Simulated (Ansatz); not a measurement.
Runs of Ansatz 0.2.0 on InPd. Symmetry: Pm-3m, No. 221, cubic system. Conventional cell: a = 3.272 Å, b = 3.272 Å, c = 3.272 Å, α = 90.00°, β = 90.00°, γ = 90.00°. In (site symmetry m-3m) has 8 Pd at 2.83 Å as nearest neighbours. Pd (site symmetry m-3m) is surrounded by 8 In at 2.83 Å. The cell comes from a database or a generator and needn't be the stable form of this composition.

```csv
task,level,spin,cell,k mesh,cutoff (eV),points for each segment of the path,gap on the mesh (eV),pressure (GPa),relaxed volume (Å³/atom)
band structure,r2SCAN,"SOC, no magnetisation",as given,6 × 6 × 6,500,14,none,(a),-
band structure,revPBE,off,as given,8 × 8 × 8,420,14,none,6.1,-
band structure,r2SCAN,off,as given,8 × 8 × 8,500,14,none,(b),-
relaxation of cell and atoms,RPBE,off,relaxed,8 × 8 × 8,420,-,none,0.0,18.59
band structure,RPBE,off,as given,8 × 8 × 8,420,14,none,(c),-
band structure,BLYP,off,as given,8 × 8 × 8,420,14,none,11.4,-
band structure,PBEsol,"SOC, no magnetisation",as given,6 × 6 × 6,420,14,none,-2.8,-
relaxation of cell and atoms,BLYP,off,relaxed,8 × 8 × 8,420,-,none,0.0,19.50
relaxation of cell and atoms,revPBE,off,relaxed,8 × 8 × 8,420,-,none,0.0,18.43
```

Alike in all rows: potentials or basis Ansatz PAW; smearing fermi-dirac 0.05 eV.

Question: Estimate the missing entries.

Answer: (a) -0.5; (b) -0.6; (c) 7.1.

Caveats: the PAW data sets come from PBE, with cores solved anew for the run's functional, which leaves a small shift of forces and pressure; spin-orbit coupling is left out, which moves the levels of the heavy elements (some runs); the plane-wave basis is chosen anew once the cell has moved, so the energies of steps on either side of that aren't comparable (some runs).

A k mesh can miss the band edges, and rows without SOC leave out spin-orbit coupling on In, Pd.

A gap of «none» marks a metal or a gap under the smearing width.

Runs at the PBE level aren't shown here.
